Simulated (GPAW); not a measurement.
The system is BN.

```
N B
1.0
     2.49824    0.00000    0.00000
    -1.24912    2.16354    0.00000
     0.00000    0.00000    6.63570
N B
2 2
Direct
  0.66667 0.33333 0.25000
  0.33333 0.66667 0.75000
  0.66667 0.33333 0.75000
  0.33333 0.66667 0.25000
```

Base run:

| Property | Result |
| --- | --- |
| Program | GPAW 26.7.0 |
| Functional | PBE |
| Potentials or basis | GPAW PAW data sets (gpaw-data 1.2.1) |
| Cutoff | 800 eV |
| Basis | pw |
| k mesh | 12 × 12 × 4 |
| Occupations | fermi-dirac, width 0.05 eV |
| Spin | no spin polarisation |

Its results: band gap on the k mesh 4.29 eV, indirect (least direct gap 4.66 eV); pressure 4.3 GPa.

**Question.** After a change of settings the same cell gave: band gap on the k mesh 4.43 eV, indirect (least direct gap 4.71 eV); pressure 4.3 GPa. Which change was it?
A. functional from PBE to rSCAN; k mesh from 12 × 12 × 4 to 9 × 9 × 3
B. k mesh from 12 × 12 × 4 to 9 × 9 × 3
C. functional from PBE to r2SCAN; k mesh from 12 × 12 × 4 to 9 × 9 × 3

**Answer.** B.

Caveats: this functional lacks dispersion, which binds the layers, so the pressure and a relaxed spacing across them are unreliable; the mesh misses the band edges, which the band path finds closer together (some runs).

Not every run made on this cell is shown here.
